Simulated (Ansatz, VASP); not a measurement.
# WS2: VASP beside Ansatz

The input INCAR:

```
SYSTEM = WS2
  ALGO = Normal
  EDIFF = 1E-6
  ENCUT = 520
  GGA = PE
  ISIF = 2
  ISMEAR = -1
  LASPH = .True.
  LCHARG = .False.
  LREAL = .False.
  LWAVE = .False.
  NBANDS = 20
  NELM = 100
  PREC = Accurate
  SIGMA = 0.05
```

The input KPOINTS:

```
k-points
0
Gamma
  9 9 9
  0 0 0
```

POSCAR

```
WS2
1.0
    1.8439358300      1.0645968500      5.5749124800
   -1.8439358300      1.0645968500      5.5749124800
    0.0000000000     -2.1291937000      5.5749124800
W S
1 2
Direct
    0.0000000000      0.0000000000      0.0000000000
    0.2520000000      0.2520000000      0.2520000000
    0.7480000000      0.7480000000      0.7480000000
```

File input.yaml:

```yaml
crystal:
  lattice:
    - [1.84393583, 1.06459685, 5.57491248]
    - [-1.84393583, 1.06459685, 5.57491248]
    - [0.0, -2.1291937, 5.57491248]
  atoms:
    - { symbol: W, position: [0.0, 0.0, 0.0] }
    - { symbol: S, position: [0.252, 0.252, 0.252] }
    - { symbol: S, position: [0.748, 0.748, 0.748] }
kpoints:
  mp_grid: { grid: [9, 9, 9] }
scf:
  occupations: { method: fermi_dirac, width: 0.05 }
hamiltonian:
  xc: pbe
  pseudopotentials: { kind: all_electron, lapw: { basis_error: 0.001 } }
output:
  forces: true
  stress: true
  eigenvalues: true
  populations: true
```

The cell was built by a generator and needn't be a form met in nature.

Alike in both runs: task single point; functional PBE; k mesh 9 × 9 × 9; occupations fermi-dirac, width 0.05 eV; no spin polarisation.

```csv
,VASP,Ansatz
version,VASP 6.6.1,Ansatz 0.2.0
potentials or method,"VASP PAW PBE potentials, release 64 (W_sv, S)","all-electron LAPW, scalar-relativistic"
plane-wave cutoff (eV),520,see its input
```

Ansatz gave:

* gap on the k mesh at the Fermi level (eV): none
* pressure (GPa): -12.2
* largest component of the traceless stress (GPa): 11.56
* rms of the force components (eV/Å): 0.258

Q: Which values does VASP return?

A: gap on the k mesh at the Fermi level (eV): none; pressure (GPa): -12.3; largest component of the traceless stress (GPa): 11.60; rms of the force components (eV/Å): 0.257.

Atom by atom the forces differ by 0.001 eV/Å (rms over components). A gap of «none» marks a metal or a gap that the smearing closes. Ansatz ran all-electron here, so the differences hold the error of VASP's frozen core and of both bases.

The runs have no spin-orbit coupling, so splittings on W are missing.
